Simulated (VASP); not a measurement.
Set up this calculation in VASP 6.6.1, as the native input.

| Item | Value |
| --- | --- |
| Task | single point |
| Functional | PBE |
| Potentials or basis | VASP PAW PBE potentials, release 64 (Pb_d, F) |
| Cutoff | 520 eV |
| k mesh | 8 × 8 × 8 |
| Occupations | fermi-dirac, width 0.05 eV |
| Spin | no spin polarisation |
| Further INCAR settings | ALGO = Normal; EDIFF = 1e-07; NBANDS = 21 |

The structure of PbF2 (Fluorocronite) lies in POSCAR:

```
PbF2
1.0
    0.0000000000      2.9636600000      2.9636600000
    2.9636600000      0.0000000000      2.9636600000
    2.9636600000      2.9636600000      0.0000000000
Pb F
1 2
Direct
   -0.0176050000     -0.0002580000      0.0020670000
    0.7516350000      0.7437150000      0.7602180000
    0.2651850000      0.2496610000      0.2421990000
```

The cell isn't the ideal one: atoms moved at random, drawn with an rms of 0.05 Å.

The input as run:

INCAR

```
PREC     = Accurate       # precision mode
ENCUT    = 520            # plane-wave cutoff, eV
EDIFF    = 1E-7           # SCF threshold, eV
ISMEAR   = -1             # smearing method
SIGMA    = 0.05           # smearing width, eV
LREAL    = False          # projectors in reciprocal space
LASPH    = True           # aspherical terms in the spheres
NELM     = 100            # most SCF steps
ALGO     = Normal         # electronic algorithm
ISIF     = 2              # what is computed and relaxed
LWAVE    = False          # write WAVECAR
LCHARG   = False          # write CHGCAR
GGA      = PE             # functional
NBANDS   = 21             # bands
```

KPOINTS

```
regular mesh
0
Gamma
  8 8 8
```

Potentials or basis: VASP PAW PBE potentials, release 64 (Pb_d, F).

The run is started by

```sh
$ cat potpaw_PBE.64/Pb_d/POTCAR potpaw_PBE.64/F/POTCAR > POTCAR
$ mpirun -np 1 vasp_std > vasp.out
```

It gave:

```yaml
Pressure: 2.8 GPa
Largest_force: 0.235 eV/Å
Band_gap_on_the_k_mesh: 4.38 eV, indirect (least direct gap 4.56 eV)
```

Caveat: spin-orbit coupling is left out, which as a rule narrows the gap of such compounds by several tenths of an eV.

It took 3 min on 1 thread of Intel(R) Xeon(R) Platinum 8488C (Sapphire Rapids) (shared host), peak memory 0.36 GiB.
